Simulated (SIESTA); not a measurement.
## SiO2: equation of state with PBEsol

The system is SiO2.

```
CELL_PARAMETERS angstrom
-4.47204 4.47204 2.61177
4.47204 -4.47204 2.61177
4.47204 4.47204 -2.61177
ATOMIC_POSITIONS crystal
Si 0.82311 0.82311 0.64622
Si 0.17689 0.82311 0.00000
Si 0.82311 0.17689 0.00000
Si 0.17689 0.17689 0.35378
O 0.00000 0.79145 0.79145
O 0.20855 0.00000 0.20855
O 0.79145 0.00000 0.79145
O 0.00000 0.20855 0.20855
O 0.00000 0.00000 0.50000
O 0.50000 0.00000 0.00000
O 0.00000 0.50000 0.00000
O 0.50000 0.50000 0.50000
```

The cell comes from a database or a generator and needn't be the stable form of this composition.

```
Program             : SIESTA 5.4.2
Task                : equation of state
Functional          : PBEsol
Potentials or basis : PseudoDojo 0.4 standard (PBEsol files)
Basis               : DZP (energy shift 0.003 Ry)
Grid cutoff         : 800 Ry
Energy shift        : 0.003 Ry
k mesh              : 4 × 4 × 4
Occupations         : fermi-dirac, width 0.05 eV
Spin                : no spin polarisation
```

- Equilibrium volume: 17.98 Å³/atom
- Bulk modulus at fixed shape and positions: 132 GPa
- Pressure derivative of the bulk modulus: 4.0

Energy against volume, from the lowest point:
```tsv
volume (Å³/atom)	energy (meV/atom)
16.366	69.20
16.715	40.92
17.063	20.59
17.411	7.44
17.759	0.76
18.108	0.00
18.456	4.63
```

All runs of the series together: 18 min on 1 thread of Intel(R) Xeon(R) 6975P-C (Granite Rapids) (shared host).

Caveat: the cell was scaled at fixed shape and fractional positions, which overstates the stiffness of a crystal with free parameters, most of all of layers and chains; the basis of atomic orbitals isn't converged, which shifts pressures, moduli and gaps.
